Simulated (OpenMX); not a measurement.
The system is TePb.

```
CELL_PARAMETERS angstrom
0.00000 3.23100 3.23100
3.23100 0.00000 3.23100
3.23100 3.23100 0.00000
ATOMIC_POSITIONS crystal
Pb 0.99209 0.00797 0.99531
Te 0.50633 0.50811 0.49049
```

The cell isn't the ideal one: atoms moved at random, drawn with an rms of 0.05 Å.

Base run:

```yaml
Program: OpenMX 3.8.5
Functional: PBE
Potentials_or_basis: OpenMX 2013 PBE set, Pb8.0-s3p2d2f2, Te7.0-s3p3d2f1, grid cutoff 260 Ry
k_mesh: 7 × 7 × 7
Occupations: fermi-dirac, width 0.05 eV
Spin: no spin polarisation
```

Its results: band gap on the k mesh 0.97 eV, indirect (least direct gap 0.97 eV); pressure 2.9 GPa; largest force 0.047 eV/Å.

**Question.** The run is repeated on the same cell with these changes: potentials or basis from OpenMX 2013 PBE set, Pb8.0-s3p2d2f2, Te7.0-s3p3d2f1, grid cutoff 260 Ry to OpenMX 2013 PBE set, Pb8.0-s3p2d2, Te7.0-s3p2d2, grid cutoff 260 Ry. What comes out?

**Answer.** Band gap on the k mesh 0.96 eV, indirect (least direct gap 0.97 eV); pressure 3.8 GPa; largest force 0.085 eV/Å.

Caveats: the real-space grid is coarse for these elements, which adds noise of up to some 20 meV/atom to energies and shifts forces, pressures and volumes; spin-orbit coupling is left out, which as a rule narrows the gap of such compounds by several tenths of an eV; an odd mesh through Γ misses points on the zone boundary, where band edges often lie; the basis of atomic orbitals isn't converged, which shifts pressures, moduli and gaps.
